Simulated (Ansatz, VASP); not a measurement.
# Two plane-wave programs on CuAu

Contents of INCAR:

```
ALGO = Fast
EDIFF = 1E-6
ENCUT = 520
GGA = PE
ISIF = 2
ISMEAR = 0
LASPH = T
LCHARG = T
LELF = T
LREAL = F
LVHAR = T
LWAVE = F
NBANDS = 18
NELM = 80
PREC = Accurate
SIGMA = 0.15
```

The input KPOINTS:

```
k-points
0
Gamma
  18 18 14
```

Contents of POSCAR:

```
CuAu
1.0
    2.7440000000      0.0000000000      0.0000000000
    0.0000000000      2.7440000000      0.0000000000
    0.0000000000      0.0000000000      3.6700000000
Cu Au
1 1
Direct
    0.5000000000      0.5000000000      0.5000000000
    0.0000000000      0.0000000000      0.0000000000
```

Input for Ansatz:

```yaml
crystal:
  lattice:
    - [2.744, 0.0, 0.0]
    - [0.0, 2.744, 0.0]
    - [0.0, 0.0, 3.67]
  atoms:
    - { symbol: Cu, position: [0.5, 0.5, 0.5] }
    - { symbol: Au, position: [0.0, 0.0, 0.0] }
basis:
  ecutwfc: 420
kpoints:
  mp_grid: { grid: [18, 18, 14] }
hamiltonian:
  xc: pbe
scf:
  occupations: { method: gaussian, width: 0.15 }
output:
  forces: true
  stress: true
  eigenvalues: true
```

Change from the starting cell: strain -0.0200 x Voigt [1, 1, 0, 0, 0, 0], atoms carried along.

Alike in both runs: task single point; functional PBE; k mesh 18 × 18 × 14; occupations gaussian, width 0.15 eV; no spin polarisation.

|  | VASP | Ansatz |
| --- | --- | --- |
| version | VASP 6.6.1 | Ansatz 0.2.0 |
| potentials or method | VASP PAW PBE potentials, release 64 (Cu, Au) | scalar-relativistic, plane waves, PAW |
| plane-wave cutoff (eV) | 520 | 420 |
| valence electrons in the cell | 22 | 38 |

Ansatz gave:

| Quantity | Value |
| --- | --- |
| gap on the k mesh at the Fermi level (eV) | none |
| pressure (GPa) | 14.8 |
| largest component of the traceless stress (GPa) | 1.57 |

Q: What did VASP give for the same quantities?

A: gap on the k mesh at the Fermi level (eV): none; pressure (GPa): 14.5; largest component of the traceless stress (GPa): 1.50.

A gap of «none» marks a metal or a gap that the smearing closes. The functional is the same, so the differences come from potentials, cutoffs and numerics. The two sets of potentials don't hold the same shells in valence.

Spin-orbit coupling is left out, which matters for the levels of Au.
